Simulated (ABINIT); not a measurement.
# Al (Fm-3m) in ABINIT: equation of state with r2SCAN

Aim: the equation of state of Al with r2SCAN.

All numbers are computed with ABINIT 10.8.3 (patched build); they aren't measurements. Logs are shortened: lines on timing, memory, paths and dates and some standing lists are left out, and cuts for length are marked. The log counts tension as positive stress, the text compression.

**The experiment to reproduce.**

From “The interpretation of polycrystalline coherent inelastic neutron scattering from aluminium”, 2013, pmc:3831299, for a bulk crystal of Al: bulk modulus 76.9 GPa.

How close the calculation comes is told below.

### 1 The crystal as given

Symmetry: Fm-3m, No. 225, cubic system. Conventional cell: a = 4.050 Å, b = 4.050 Å, c = 4.050 Å, α = 90.00°, β = 90.00°, γ = 90.00°. Around Al (site symmetry m-3m) lie 12 Al at 2.86 Å.

### 2 Equation of state, r2SCAN

run.abi

```
# Datasets: one volume each
ndtset 7
getwfk -1
scalecart1 3*0.9795861087
scalecart2 3*0.9864848297
scalecart3 3*0.9932883884
scalecart4 3*1.0000000000
scalecart5 3*1.0066227096
scalecart6 3*1.0131594038
scalecart7 3*1.0196128224

# Pseudopotentials
pp_dirpath "./"
pseudos "Al.GGA_PBE-JTH.xml"

# Structure
acell 5.4112434042 5.4112434042 5.4112434042
rprim
     0.0000000000     0.7071067812     0.7071067812
     0.7071067812     0.0000000000     0.7071067812
     0.7071067812     0.7071067812     0.0000000000
ntypat 1
znucl 13
natom 1
typat 1
xred
     0.0000000000     0.0000000000     0.0000000000

# Plane-wave basis
ecut 489.804952 eV
pawecutdg 36.0

# k points
kptopt 1
ngkpt 11 11 11
nshiftk 1
shiftk 0.0 0.0 0.0

# Exchange and correlation
ixc -497498
usekden 1
pawxcdev 0

# Bands and occupations
nband 6
occopt 3
tsmear 0.05 eV

# SCF cycle
nstep 100
tolvrs 1.0e-7

# Output
iomode 3
prtwf 1
prtden 0
prteig 0
prtebands 0
```

Potentials or basis: JTH PAW PBE v2.0.

The run is started by

```sh
> abinit run.abi > log 2>&1
```

run.abo:

```text
.Version 10.8.3 of ABINIT
 DATASET    1 : space group Fm -3 m (#225); Bravais cF (face-center cubic)
================================================================================
 Values of the parameters that define the memory need for DATASET  1.
     intxc =       0    ionmov =       0      iscf =      17    lmnmax =       8
     lnmax =       4     mgfft =      24  mpssoang =       2    mqgrid =    3001
     natom =       1  nloc_mem =       2    nspden =       1   nspinor =       1
    nsppol =       1      nsym =      48    n1xccc =       1    ntypat =       1
    occopt =       3   xclevel =       2
       mpw =         391          nfft =       13824          nkpt =          56
 PAW method is used; the additional fine FFT grid is defined by:
   mgfftf=        30    nfftf =     27000
================================================================================
================================================================================
[... 71 lines left out ...]
 DATASET    7 : space group Fm -3 m (#225); Bravais cF (face-center cubic)
================================================================================
 Values of the parameters that define the memory need for DATASET  7.
     intxc =       0    ionmov =       0      iscf =      17    lmnmax =       8
     lnmax =       4     mgfft =      24  mpssoang =       2    mqgrid =    3001
     natom =       1  nloc_mem =       2    nspden =       1   nspinor =       1
    nsppol =       1      nsym =      48    n1xccc =       1    ntypat =       1
    occopt =       3   xclevel =       2
       mpw =         444          nfft =       13824          nkpt =          56
 PAW method is used; the additional fine FFT grid is defined by:
   mgfftf=        30    nfftf =     27000
================================================================================
================================================================================

--------------------------------------------------------------------------------
------------- Echo of variables that govern the present computation ------------
--------------------------------------------------------------------------------
 -outvars: echo values of preprocessed input variables --------
            acell      5.4112434042E+00  5.4112434042E+00  5.4112434042E+00 Bohr
              amu      2.69815390E+01
             ecut      1.80000000E+01 Hartree
           getwfk          -1
                       outvar_i_n : Printing only first  50 k-points.
              ixc     -497498
           jdtset        1    2    3    4    5    6    7
                       outvar_i_n : Printing only first  50 k-points.
         kptrlatt       11    0    0      0   11    0      0    0   11
          kptrlen1     5.83085676E+01
          kptrlen2     5.87192048E+01
          kptrlen3     5.91241776E+01
          kptrlen4     5.95236774E+01
          kptrlen5     5.99178855E+01
          kptrlen6     6.03069736E+01
          kptrlen7     6.06911048E+01
            natom           1
            nband           6
           ndtset           7
            ngfft          24      24      24
          ngfftdg          30      30      30
             nkpt          56
            nstep         100
             nsym          48
           ntypat           1
                       prtocc : prtvol=0, do not print more k-points.
           occopt           3
        pawecutdg      3.60000000E+01 Hartree
         pawxcdev           0
           prtden           0
        prtebands           0
           prteig           0
          prtkden           1
            rprim1     0.0000000000E+00  6.9267198023E-01  6.9267198023E-01
                       6.9267198023E-01  0.0000000000E+00  6.9267198023E-01
                       6.9267198023E-01  6.9267198023E-01  0.0000000000E+00
            rprim2     0.0000000000E+00  6.9755011263E-01  6.9755011263E-01
                       6.9755011263E-01  0.0000000000E+00  6.9755011263E-01
                       6.9755011263E-01  6.9755011263E-01  0.0000000000E+00
            rprim3     0.0000000000E+00  7.0236095512E-01  7.0236095512E-01
                       7.0236095512E-01  0.0000000000E+00  7.0236095512E-01
                       7.0236095512E-01  7.0236095512E-01  0.0000000000E+00
            rprim4     0.0000000000E+00  7.0710678120E-01  7.0710678120E-01
                       7.0710678120E-01  0.0000000000E+00  7.0710678120E-01
                       7.0710678120E-01  7.0710678120E-01  0.0000000000E+00
            rprim5     0.0000000000E+00  7.1178974407E-01  7.1178974407E-01
                       7.1178974407E-01  0.0000000000E+00  7.1178974407E-01
                       7.1178974407E-01  7.1178974407E-01  0.0000000000E+00
            rprim6     0.0000000000E+00  7.1641188486E-01  7.1641188486E-01
                       7.1641188486E-01  0.0000000000E+00  7.1641188486E-01
                       7.1641188486E-01  7.1641188486E-01  0.0000000000E+00
            rprim7     0.0000000000E+00  7.2097514092E-01  7.2097514092E-01
                       7.2097514092E-01  0.0000000000E+00  7.2097514092E-01
                       7.2097514092E-01  7.2097514092E-01  0.0000000000E+00
          spgroup         225
           tolvrs      1.00000000E-07
           tsmear      1.83746611E-03 Hartree
            typat      1
          usekden           1
           useylm           1
                       outvars : Printing only first  50 k-points.
            znucl       13.00000

================================================================================

 chkinp: Checking input parameters for consistency, jdtset=   1.

 chkinp: Checking input parameters for consistency, jdtset=   2.

 chkinp: Checking input parameters for consistency, jdtset=   3.

 chkinp: Checking input parameters for consistency, jdtset=   4.
[... 30 lines left out ...]
 getcut : COMMENT -
  Note that boxcut > 2.2 ; recall that boxcut=Gcut(box)/Gcut(sphere) = 2
  is sufficient for exact treatment of convolution.
  Such a large boxcut is a waste : you could raise ecut
  e.g. ecut=   25.290235 Hartrees makes boxcut=2

 Fine grid specifications (used for densities):

 getcut: wavevector=  0.0000  0.0000  0.0000  ngfft=  30  30  30
         ecut(hartree)=     36.000   => boxcut(ratio)=   2.09772

--- Pseudopotential description ------------------------------------------------
- pspini: atom type   1  psp file is ./Al.GGA_PBE-JTH.xml
 Pseudopotential format is: paw10
 basis_size (lnmax)=  4 (lmn_size=  8), orbitals=   0   0   1   1
 Spheres core radius: rc_sph= 1.90363307
 Shapefunction is SIN type: shapef(r)=[sin(pi*r/rshp)/(pi*r/rshp)]**2
 Radius for shape functions =  1.60786206
 Compensation charge density is not taken into account in XC energy/potential

  -1.09563711E+01                                ecore*ucvol(ha*bohr**3)
--------------------------------------------------------------------------------

================================================================================

--- !BeginCycle
iteration_state: {dtset: 1, }
solver: {iscf: 17, nstep: 100, nline: 4, wfoptalg: 10, }
tolerances: {tolvrs: 1.00E-07, }
...

     iter   Etot(hartree)      deltaE(h)  residm     nres2
 ETOT  1 -0.42641887054000    -4.264E-01 3.897E-01 3.900E-01
 ETOT  2 -0.43398129947709    -7.562E-03 7.742E-03 7.973E-02
 ETOT  3 -0.43405908565090    -7.779E-05 7.710E-04 8.201E-04
 ETOT  4 -0.43405419293564     4.893E-06 5.282E-04 3.708E-05
 ETOT  5 -0.43405417435375     1.858E-08 2.902E-05 2.751E-07
 ETOT  6 -0.43405417901336    -4.660E-09 3.675E-05 3.537E-09
[... 1191 lines left out ...]
 Cartesian components of stress tensor (hartree/bohr^3)
  sigma(1 1)=  2.32919773E-04  sigma(3 2)=  0.00000000E+00
  sigma(2 2)=  2.32919773E-04  sigma(3 1)=  0.00000000E+00
  sigma(3 3)=  2.32919773E-04  sigma(2 1)=  0.00000000E+00

-Cartesian components of stress tensor (GPa)         [Pressure= -6.8527E+00 GPa]
- sigma(1 1)=  6.85273630E+00  sigma(3 2)=  0.00000000E+00
- sigma(2 2)=  6.85273630E+00  sigma(3 1)=  0.00000000E+00
- sigma(3 3)=  6.85273630E+00  sigma(2 1)=  0.00000000E+00

== END DATASET(S) ==============================================================
================================================================================

 -outvars: echo values of variables after computation  --------
            acell      5.4112434042E+00  5.4112434042E+00  5.4112434042E+00 Bohr
           etotal1    -4.3405417901E-01
           etotal2    -4.3417633849E-01
           etotal3    -4.3415470356E-01
           etotal4    -4.3400054044E-01
           etotal5    -4.3372826001E-01
           etotal6    -4.3335046249E-01
           etotal7    -4.3287672357E-01
            fcart1    -0.0000000000E+00 -0.0000000000E+00 -0.0000000000E+00
            fcart2    -0.0000000000E+00 -0.0000000000E+00 -0.0000000000E+00
            fcart3    -0.0000000000E+00 -0.0000000000E+00 -0.0000000000E+00
            fcart4    -0.0000000000E+00 -0.0000000000E+00 -0.0000000000E+00
            fcart5    -0.0000000000E+00 -0.0000000000E+00 -0.0000000000E+00
            fcart6    -0.0000000000E+00 -0.0000000000E+00 -0.0000000000E+00
            fcart7    -0.0000000000E+00 -0.0000000000E+00 -0.0000000000E+00
            rprim1     0.0000000000E+00  6.9267198023E-01  6.9267198023E-01
                       6.9267198023E-01  0.0000000000E+00  6.9267198023E-01
                       6.9267198023E-01  6.9267198023E-01  0.0000000000E+00
            rprim2     0.0000000000E+00  6.9755011263E-01  6.9755011263E-01
                       6.9755011263E-01  0.0000000000E+00  6.9755011263E-01
                       6.9755011263E-01  6.9755011263E-01  0.0000000000E+00
            rprim3     0.0000000000E+00  7.0236095512E-01  7.0236095512E-01
                       7.0236095512E-01  0.0000000000E+00  7.0236095512E-01
[... 9 lines left out ...]
                       7.1641188486E-01  7.1641188486E-01  0.0000000000E+00
            rprim7     0.0000000000E+00  7.2097514092E-01  7.2097514092E-01
                       7.2097514092E-01  0.0000000000E+00  7.2097514092E-01
                       7.2097514092E-01  7.2097514092E-01  0.0000000000E+00
           strten1    -8.7549491617E-05 -8.7549491617E-05 -8.7549491617E-05
                       0.0000000000E+00  0.0000000000E+00  0.0000000000E+00
           strten2    -1.9075749854E-05 -1.9075749854E-05 -1.9075749854E-05
                       0.0000000000E+00  0.0000000000E+00  0.0000000000E+00
           strten3     4.2521252216E-05  4.2521252216E-05  4.2521252216E-05
                       0.0000000000E+00  0.0000000000E+00  0.0000000000E+00
           strten4     9.8068586729E-05  9.8068586729E-05  9.8068586729E-05
                       0.0000000000E+00  0.0000000000E+00  0.0000000000E+00
           strten5     1.4805143408E-04  1.4805143408E-04  1.4805143408E-04
                       0.0000000000E+00  0.0000000000E+00  0.0000000000E+00
           strten6     1.9287060268E-04  1.9287060268E-04  1.9287060268E-04
                       0.0000000000E+00  0.0000000000E+00  0.0000000000E+00
           strten7     2.3291977250E-04  2.3291977250E-04  2.3291977250E-04
                       0.0000000000E+00  0.0000000000E+00  0.0000000000E+00
 Calculation completed.
```

Wall time 60 s (1 thread of Arm Neoverse V2, shared host); peak memory 0.12 GiB.

Results:

```yaml
Equilibrium_volume: 16.05 Å³/atom
Bulk_modulus: 89 GPa
Pressure_derivative_of_the_bulk_modulus: 4.1
```

Energy against volume, from the lowest point:
| volume (Å³/atom) | energy (meV/atom) |
| --- | --- |
| 15.607 | 3.32 |
| 15.939 | 0.00 |
| 16.271 | 0.59 |
| 16.603 | 4.78 |
| 16.935 | 12.19 |
| 17.267 | 22.47 |
| 17.599 | 35.36 |

Caveat: pressures at fixed basis lie under the slope of the energies; the PAW data sets were made with another functional, which shifts forces and pressure a little.

### 3 Comparison with measurements

Step 2. Against the measured bulk modulus of Al, 76.9 GPa (quoted in “The interpretation of polycrystalline coherent inelastic neutron scattering from aluminium”, 2013, pmc:3831299), the calculated 89 GPa is off by +15.9 %. The fit is for a static lattice scaled at fixed shape and fixed fractional positions. The cell as given is a measured one (16.60 Å³/atom); r2SCAN puts the equilibrium volume -3.3 % from it, thermal expansion not counted.
